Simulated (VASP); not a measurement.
Si2W under changes of volume

One of the cells (13.748 Å³/atom); the others are scaled copies at fixed shape and fractional positions:

```
W Si
1.0
    -1.61754    1.61754    3.94088
     1.61754   -1.61754    3.94088
     1.61754    1.61754   -3.94088
W Si
1 2
Direct
  0.00000 0.00000 0.00000
  0.66530 0.66530 0.00000
  0.33470 0.33470 0.00000
```

* Program: VASP 6.6.1
* Functional: PBE
* Potentials or basis: VASP PAW PBE potentials, release 64 (W_sv, Si)
* Cutoff: 520 eV
* k mesh: 12 × 12 × 12
* Occupations: fermi-dirac, width 0.05 eV
* Spin: no spin polarisation

```tsv
volume (Å³/atom)	energy over the lowest point (meV/atom)	pressure (GPa)	largest force (eV/Å)
12.670	59.11	20.1	0.261
12.939	30.52	13.9	0.197
13.209	11.79	8.4	0.136
13.748	0.00	-1.1	0.025
14.018	?	?	?
14.287	16.90	-8.7	0.074
```

Q: What does the run at 14.018 Å³/atom give?

A: Energy over the lowest point 5.24 meV/atom; pressure -5.1 GPa; largest force 0.026 eV/Å.

Worked out: A Birch-Murnaghan fit of order 3 (a polynomial in V^(-2/3)) to the other rows has its minimum at 13.68 Å³/atom with B0 = V·E''(V) = 221 GPa and B' = 4.5 at fixed shape and positions, which overstates the stiffness. It gives 5.26 meV/atom at 14.018 Å³/atom, against the run's 5.24, and -dE/dV = -5.1 GPa, against -5.1.

Energies are extrapolated to zero smearing.
